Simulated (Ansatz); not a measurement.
## Ionic part of the dielectric constant of CaO at 1 GPa, mode by mode

Theory: DFT PBEsol, scalar-relativistic, plane waves, PAW (Ansatz 0.2.0). Cutoff 420 eV, 8×8×8 k-points (Γ-centred), fixed occupations. No spin polarisation. Phonons by linear response, acoustic sum rule imposed.

The structure is cubic, space group Fm-3m (No. 225). The conventional cell has a = 4.754 Å, b = 4.754 Å, c = 4.754 Å, α = 90.00°, β = 90.00°, γ = 90.00°. Ca (site symmetry m-3m) has 6 O at 2.38 Å as nearest neighbours. O (site symmetry m-3m) has 6 Ca at 2.38 Å as nearest neighbours.

The primitive cell has V = 26.85 Å³ and ε∞,xx = 3.860. Each polar mode adds Δε = (4.92064×10⁷/V)·S/ν² along x, with S its oscillator strength in e²/amu, ν in cm⁻¹ and V in Å³.

Q: From these modes, find each Δε and ε0,xx.
| ν (cm⁻¹) | S_xx (e²/amu) |
| --- | --- |
| 279.1 | 0.4883 |

A:
| ν (cm⁻¹) | Δε |
| --- | --- |
| 279.1 | 11.49 |

The sum is 11.489, so ε0,xx = 15.35; the run's tensor has 15.35.

Q: Where do the longitudinal modes lie for a wave vector along x?

A: At 556 cm⁻¹. The Lyddane–Sachs–Teller product Π(ν_LO/ν_TO)² = 3.98 matches ε0/ε∞ = 3.98.